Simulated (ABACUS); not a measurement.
The system is La.

```
La
1.0
     3.75000    0.00000    0.00000
    -1.87500    3.24760    0.00000
     0.00000    0.00000    6.07000
La
2
Direct
  0.66667 0.33333 0.75000
  0.33333 0.66667 0.25000
```

This isn't the form of La at room conditions, which is double hcp.

- Program: ABACUS 3.10.1
- Task: relaxation of cell and atoms
- Functional: PBE
- Dispersion: D3
- Potentials or basis: PseudoDojo NC SR 0.4.1 PBE standard
- Cutoff: 1510 eV
- Density cutoff: 6041 eV
- Basis: plane waves
- k mesh: 6 × 6 × 4
- Occupations: fermi-dirac, width 0.05 eV
- Spin: no spin polarisation

At the start: pressure -1.3 GPa; volume 36.96 Å³/atom.

Where does the relaxation end?

Over 5 steps the energy falls by 8.3 meV/atom and the volume is 34.97 Å³/atom (-5.4 %); space group P6_3/mmc (No. 194, to 0.05 Å).

The path:
```csv
step,energy change (eV),largest force (eV/Å),pressure (GPa),volume (Å³)
1,0.0000,0.0000,-1.28,73.92
2,-0.0158,0.0000,-0.25,70.69
3,-0.0164,0.0000,0.00,69.94
4,-0.0165,0.0000,0.01,69.94
5,-0.0165,0.0000,-0.01,69.95
```

Final structure:
```
CELL_PARAMETERS angstrom
3.67190 0.00000 0.00000
-1.83595 3.17996 0.00000
0.00000 0.00000 5.99033
ATOMIC_POSITIONS crystal
La 0.66667 0.33333 0.75000
La 0.33333 0.66667 0.25000
```

Caveat: pairwise dispersion overbinds metals, which lowers pressure and volume.
